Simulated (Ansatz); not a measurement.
BaTiO3: energy less free atoms and pressure as volume scale varies

All results are calculated (Ansatz 0.2.0). Periodic Kohn-Sham DFT of a crystal at fixed atoms, scaled to volume_scale times the given cell; pressure positive in compression, energy less spherical unpolarised free atoms, largest_vzz the field gradient of largest size among the nuclei.

The cell before it is scaled or strained (space group R3m, No. 160):
```
CELL_PARAMETERS angstrom
2.82770 1.63260 2.31770
-2.82770 1.63260 2.31770
0.00000 -3.26510 2.31770
ATOMIC_POSITIONS crystal
Ba 0.00000 0.00000 0.00000
Ti 0.51400 0.51400 0.51400
O 0.49160 0.49160 0.98150
O 0.49160 0.98150 0.49160
O 0.98150 0.49160 0.49160
```

Settings of every row: method all-electron LAPW; functional LDA; relativity scalar; k mesh 9x9x9; filling fermi-dirac; smearing width 0.05 eV; basis error target 1 meV/atom; nucleus gaussian.

Atom start moment: 0 on all atoms.

Limits: no spin-orbit coupling on heavy atoms.

```csv
row,volume scale,V (Å³/atom),energy less free atoms (eV/atom),pressure (GPa)
1,0.94,12.069,-8.6831,5.556
2,0.96,12.326,-8.6885,1.277
3,0.98,12.583,-8.6874,-2.547
4,0.99,12.711,?,?
5,1,12.839,-8.6805,-5.963
6,1.01,12.968,-8.6751,-7.531
7,1.02,13.096,-8.6685,-9.013
8,1.04,13.353,-8.6518,-11.736
9,1.06,13.61,-8.631,-14.165
```

Question: what energy less free atoms and pressure should row 4 give?

Worked fit of energy less free atoms. Take u = (V_r/V)^(2/3) − 1 with V_r = 12.904 Å³ an atom, which is twice the finite (Eulerian) strain; such expansions in the strain, on which the Birch-Murnaghan equation of state is built, carry the rest volume and the bulk modulus. The shown rows have u = 0.04561, 0.03102, 0.01694, 0.00337, -0.00329, -0.0098, -0.02254, -0.03489. Least squares give energy less free atoms = −8.67795 − 0.8173 × u + 15.273 × u² + 3.7 × u³ eV/atom; a parabola predicts inner rows, each left out in turn, worse (root mean square 6.4e-05 against 2.4e-05 eV/atom). All shown rows lie on it to the printed digit. Its lowest point lies at u = 0.0265, or V = 12.41 Å³ an atom, and the curvature there gives the bulk modulus at fixed shape and fractions, B = (4/9)(1 + u)² E″(u)/V = 188 GPa. Letting shape and atoms relax would as a rule lower it, by much in layered, chain or molecular crystals. The withheld row has u = 0.0101, so the fit gives −8.67795 − 0.8173 × (0.0101) + 15.273 × (0.0101)² + 3.7 × (0.0101)³ = -8.6846 eV/atom.

The calculation gave -8.6846 eV/atom. The fit meets it to the printed digit.

Worked fit of pressure. Take u = (V_r/V)^(2/3) − 1 with V_r = 12.904 Å³ an atom, which is twice the finite (Eulerian) strain; such expansions in the strain, on which the Birch-Murnaghan equation of state is built, carry the rest volume and the bulk modulus. The shown rows have u = 0.04561, 0.03102, 0.01694, 0.00337, -0.00329, -0.0098, -0.02254, -0.03489. Least squares give pressure = −6.7633 + 236.554 × u + 715.48 × u² + 443 × u³ GPa; a parabola predicts inner rows, each left out in turn, worse (root mean square 0.0079 against 0.0035 GPa). The rows lie off it by 0.000, 0.001, 0.002, -0.005, 0.003, 0.000, 0.001, 0.000 (root mean square 0.0022 GPa). The pressure vanishes at u = 0.0264, or V = 12.41 Å³ an atom, and there the bulk modulus at fixed shape and fractions is B = −V dP/dV = (2/3)(1 + u) dP/du = 188 GPa. Letting shape and atoms relax would as a rule lower it, by much in layered, chain or molecular crystals. The withheld row has u = 0.0101, so the fit gives −6.7633 + 236.554 × (0.0101) + 715.48 × (0.0101)² + 443 × (0.0101)³ = -4.301 GPa.

The calculation gave -4.303 GPa. The fit lies 0.002 GPa (0.01 % of the column's range) above it; its largest miss of a shown row is 0.005 GPa.
